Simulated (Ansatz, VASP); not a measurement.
**One calculation of ZnO, two programs**

Contents of INCAR:

```
PREC = Accurate
ENCUT = 520
EDIFF = 1E-6
ISMEAR = 0
SIGMA = 0.01
LREAL = F
LASPH = T
NELM = 60
ALGO = Normal
ISIF = 2
LWAVE = F
LCHARG = T
GGA = CA
LELF = T
LVHAR = T
NBANDS = 26
```

The input KPOINTS:

```
Automatic mesh
0
Gamma
  12 12 6
```

POSCAR

```
ZnO
1.0
    2.9768608459      0.0000000000      0.0000000000
   -1.4884304230      2.5780371161      0.0000000000
    0.0000000000      0.0000000000      5.1256343879
Zn O
2 2
Direct
    0.0000000000      0.0000000000      0.0000000000
    0.0000000000      0.0000000000      0.5000000000
    0.3333333333      0.6666666667      0.2500000000
    0.6666666667      0.3333333333      0.7500000000
```

Input for Ansatz:

```yaml
crystal:
  lattice:
    - [2.9768608459, 0.0, 0.0]
    - [-1.488430423, 2.5780371161, 0.0]
    - [0.0, 0.0, 5.1256343879]
  atoms:
    - { symbol: Zn, position: [0.0, 0.0, 0.0] }
    - { symbol: Zn, position: [0.0, 0.0, 0.5] }
    - { symbol: O, position: [0.3333333333, 0.6666666667, 0.25] }
    - { symbol: O, position: [0.6666666667, 0.3333333333, 0.75] }
kpoints:
  mp_grid: { grid: [12, 12, 6] }
  band_path:
    path:
      - [0.0, 0.0, 0.0]
      - [0.5, 0.0, 0.0]
      - [0.3333333333, 0.3333333333, 0.0]
      - [0.0, 0.0, 0.5]
      - [0.5, 0.0, 0.5]
      - [0.3333333333, 0.3333333333, 0.5]
    npoints: 1
hamiltonian:
  xc: lda
scf:
  occupations: { method: fixed }
  n_extra_bands: 5
output:
  forces: true
  stress: true
  eigenvalues: true
  write_density: true
  write_potential: true
  elf: true
  volumetric_format: npy
```

Alike in both runs: task single point; functional LDA; k mesh 12 × 12 × 6; no spin polarisation.

|  | VASP | Ansatz |
| --- | --- | --- |
| version | VASP 6.6.1 | Ansatz 0.2.0 |
| potentials or method | VASP PAW LDA potentials, release 64 (Zn, O) | plane waves, PAW |
| plane-wave cutoff (eV) | 520 | 420 |
| occupations | gaussian, width 0.01 eV | fixed |
| valence electrons in the cell | 36 | 36 |

|  | VASP | Ansatz | Ansatz less VASP |
| --- | --- | --- | --- |
| gap on the k mesh at the Fermi level (eV) | 0.71 | 0.71 | -0.002 |
| pressure (GPa) | -5.7 | -7.1 | -1.31 |
| largest component of the traceless stress (GPa) | 1.06 | 1.17 | +0.112 |

Expect the measured gap to be larger: semilocal functionals such as LDA lack the derivative discontinuity.
